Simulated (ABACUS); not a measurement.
Crystal: SnO.

```
CELL_PARAMETERS angstrom
3.81370 0.00000 0.00000
0.00000 3.81370 0.00000
0.00000 0.00000 4.88691
ATOMIC_POSITIONS crystal
Sn 0.50000 0.00000 0.76463
Sn 0.00000 0.50000 0.23537
O 0.00000 0.00000 0.00000
O 0.50000 0.50000 0.00000
```

The cell is a database's computed one.

Base run:

| Item | Value |
| --- | --- |
| Program | ABACUS 3.10.1 |
| Functional | PBEsol |
| Potentials or basis | PseudoDojo NC SR 0.4.1 PBEsol standard |
| Cutoff | 1143 eV |
| Density cutoff | 4572 eV |
| Basis | plane waves |
| k mesh | 7 × 7 × 6 |
| Occupations | fermi-dirac, width 0.05 eV |
| Spin | no spin polarisation |

Its results: band gap on the k mesh 0.35 eV, indirect (least direct gap 1.98 eV); pressure 0.0 GPa; largest force 0.153 eV/Å.

**Question.** The run is repeated on the same cell with these changes: k mesh from 7 × 7 × 6 to 6 × 6 × 5. What comes out?

**Answer.** Band gap on the k mesh 0.13 eV, indirect (least direct gap 1.96 eV); pressure 0.0 GPa; largest force 0.164 eV/Å.

Caveats: spin-orbit coupling is left out, which moves the levels of the heavy elements; an odd mesh through Γ misses points on the zone boundary, where band edges often lie.

Not every run made on this cell is shown here.
